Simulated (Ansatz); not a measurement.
The calculation used DFT PBE, scalar-relativistic, plane waves, PAW in Ansatz. All cells share a 420 eV cutoff and Γ-centred k meshes spaced at most about 0.3 Å⁻¹ (about 0.25 or finer for metals, 2π included). No spin polarisation.

Temperature and zero-point effects are left out.

Question: Which of these relaxed structures of Zn2Ga2O3 is the lowest in energy?
A.

```xyz
7
Lattice="3.0310 0.0000 0.0000 -1.5155 2.6250 0.0000 0.0000 0.0000 13.4178" Properties=species:S:1:pos:R:3 pbc="T T T"
Zn    0.0000    0.0000    8.6478
Zn    1.5155    0.8750   10.8974
Ga    0.0000    0.0000    4.2513
Ga    1.5155    0.8750    1.1689
O     0.0000    0.0000    2.4136
O     1.5155    0.8750    4.9482
O     0.0000    1.7500    0.3452
```

B.

```xyz
7
Lattice="3.1980 0.0000 0.0000 -1.5990 2.7695 0.0000 0.0000 0.0000 11.6306" Properties=species:S:1:pos:R:3 pbc="T T T"
Zn    0.0000    0.0000    5.8153
Zn    0.0000    1.8464    0.0000
Ga    0.0000    0.0000    8.3019
Ga    0.0000    0.0000    3.3287
O     0.0000    1.8464    9.0165
O     0.0000    1.8464    2.6141
O     0.0000    0.0000    0.0000
```

C.

```xyz
7
Lattice="2.9806 0.0000 0.0000 -1.4903 2.5812 0.0000 0.0000 0.0000 12.8677" Properties=species:S:1:pos:R:3 pbc="T T T"
Zn    0.0000    1.7208    7.5961
Zn    1.4903    0.8604    5.2716
Ga    0.0000    1.7208    1.4201
Ga    1.4903    0.8604   11.4477
O     0.0000    1.7208   10.6575
O     1.4903    0.8604    2.2102
O     0.0000    0.0000    0.0000
```

D.

```xyz
7
Lattice="3.0614 0.0000 0.0000 -1.5307 2.6513 0.0000 0.0000 0.0000 12.0042" Properties=species:S:1:pos:R:3 pbc="T T T"
Zn    0.0000    1.7675    1.2493
Zn    1.5307    0.8838   10.7548
Ga    0.0000    0.0000    8.0555
Ga    0.0000    0.0000    3.9486
O     1.5307    0.8838    2.4805
O     0.0000    1.7675    9.5236
O     0.0000    0.0000    0.0000
```

Answer: A. The next of these, C, lies 17 meV/atom higher. Forms: A P3m1; C P-3m1; B P-6m2; D P-3m1. Counting O atoms around Ga and Zn (those within 1.25 times the shortest such distance or 1.15 times the sum of covalent radii; a plus sign parts nearer from farther groups; the shortest distance is added where it is long for a bond; a slash parts the counts of unlike sites): A has Zn 3 from 3.4 Å/3+3 from 4.1 Å, Ga 4/3+3; C has Zn 1 from 3.1 Å, Ga 3+3; B has Zn 3/6 from 3.7 Å, Ga 3; D has Zn 6, Ga 3 from 2.3 Å. All come from invented guesses.

The k mesh leaves some 4 meV/atom of noise in the energy of each metallic cell. No dispersion correction is applied, so the spacing and binding between layers, chains or molecules are poorly described (P3m1, P-3m1 at 14.1 Å³/atom, P-6m2, P-3m1 at 13.9 Å³/atom), and this can change margins and order among such cells. Cells relaxed within their symmetry can be saddle points. Some candidate types were left out of the draw beforehand, so a known form may be missing.
